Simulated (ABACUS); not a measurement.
# KI under changes of volume

One of the cells (39.510 Å³/atom); the others are scaled copies at fixed shape and fractional positions:

```
CELL_PARAMETERS angstrom
4.29120 0.00000 0.00000
0.00000 4.29120 0.00000
0.00000 0.00000 4.29120
ATOMIC_POSITIONS crystal
I 0.50000 0.50000 0.50000
K 0.00000 0.00000 0.00000
```

Measurements of this composition are mostly on another form, of space group No. 225.

- Program: ABACUS 3.10.1
- Functional: PBE
- Potentials or basis: PseudoDojo NC SR 0.4.1 PBE standard
- Cutoff: 1007 eV
- Density cutoff: 4027 eV
- Basis: plane waves
- k mesh: 6 × 6 × 6
- Occupations: fermi-dirac, width 0.05 eV
- Spin: no spin polarisation

```csv
volume (Å³/atom),energy over the lowest point (meV/atom),pressure (GPa),gap on the mesh (eV)
37.139,16.49,1.5,3.49
37.929,?,?,?
38.720,5.16,0.8,3.38
39.510,2.04,0.5,3.33
40.300,0.37,0.2,3.28
41.090,0.00,0.0,3.23
41.880,0.79,-0.3,3.19
```

Problem. What does the run at 37.929 Å³/atom give?

Solution. Energy over the lowest point 9.91 meV/atom; pressure 1.1 GPa; gap on the mesh 3.44 eV.

Worked out: A Birch-Murnaghan fit of order 3 (a polynomial in V^(-2/3)) to the other rows has its minimum at 40.93 Å³/atom with B0 = V·E''(V) = 12.5 GPa and B' = 4.8. It gives 9.92 meV/atom at 37.929 Å³/atom, against the run's 9.91, and -dE/dV = 1.1 GPa, against 1.1. A straight line through the other rows of the gap, of slope -2.51 eV per unit of ln V, gives 3.43 eV, against the run's 3.44.

Energies are extrapolated to zero smearing.

Caveats: spin-orbit coupling is left out, which moves the levels of the heavy elements.

A mesh can miss the band edges.
